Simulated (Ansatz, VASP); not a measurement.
# One calculation of TaN, two programs

The input INCAR:

```
PREC = Accurate ; ENCUT = 520
EDIFF = 1E-8 ; ISMEAR = -1
SIGMA = 0.02 ; LREAL = False
LASPH = True ; NELM = 80
ALGO = Normal ; ISIF = 2
LWAVE = False ; LCHARG = False
GGA = PS ; LEFG = True
NBANDS = 15
```

Contents of KPOINTS:

```
Automatic mesh
0
Gamma
  12 12 10
```

POSCAR

```
TaN
1.0
    2.8785330664      0.0000000000      0.0000000000
   -1.4392665332      2.4928827612      0.0000000000
    0.0000000000      0.0000000000      2.8246473979
Ta N
1 1
Direct
    0.3333333333      0.6666666667      0.5000000000
    0.0000000000      0.0000000000      0.0000000000
```

Input for Ansatz:

```yaml
crystal:
  lattice:
    - [2.8785330664, 0.0, 0.0]
    - [-1.4392665332, 2.4928827612, 0.0]
    - [0.0, 0.0, 2.8246473979]
  atoms:
    - { symbol: Ta, position: [0.3333333333, 0.6666666667, 0.5] }
    - { symbol: "N", position: [0.0, 0.0, 0.0] }
kpoints:
  mp_grid: { grid: [12, 12, 10] }
scf:
  occupations: { method: fermi_dirac, width: 0.02 }
hamiltonian:
  xc: pbesol
  pseudopotentials: { kind: paw }
output:
  forces: true
  stress: true
  eigenvalues: true
  efg: { contact_densities: true }
```

Change from the starting cell: volume scaled by 0.9405, PAW files.

Alike in both runs: task electric field gradients; functional PBEsol; k mesh 12 × 12 × 10; occupations fermi-dirac, width 0.02 eV; no spin polarisation.

|  | VASP | Ansatz |
| --- | --- | --- |
| version | VASP 6.6.1 | Ansatz 0.2.0 |
| potentials or method | VASP PAW PBE potentials, release 64 (Ta_pv, N) | PAW with Ansatz's default frozen-core files, scalar-relativistic |
| plane-wave cutoff (eV) | 520 | 420 |
| valence electrons in the cell | 16 | 18 |

|  | VASP | Ansatz | Ansatz less VASP |
| --- | --- | --- | --- |
| pressure (GPa) | 20.3 | 19.2 | -1.11 |
| largest component of the traceless stress (GPa) | 1.86 | 1.69 | -0.173 |
| Vzz of the field gradient on the site that differs most (V/Å²) | 10.4 | 42.7 | +32.25 |

The two sets of potentials don't hold the same shells in valence. Ansatz warned: «gradients_without_spin_orbit».

Caveats: so large a pressure means that the cell lies far from this level's equilibrium, or that cutoff or potentials fall short (VASP); the potentials were made for another functional, which shifts forces and pressure (VASP). Spin-orbit coupling is left out, which matters for the levels of Ta.
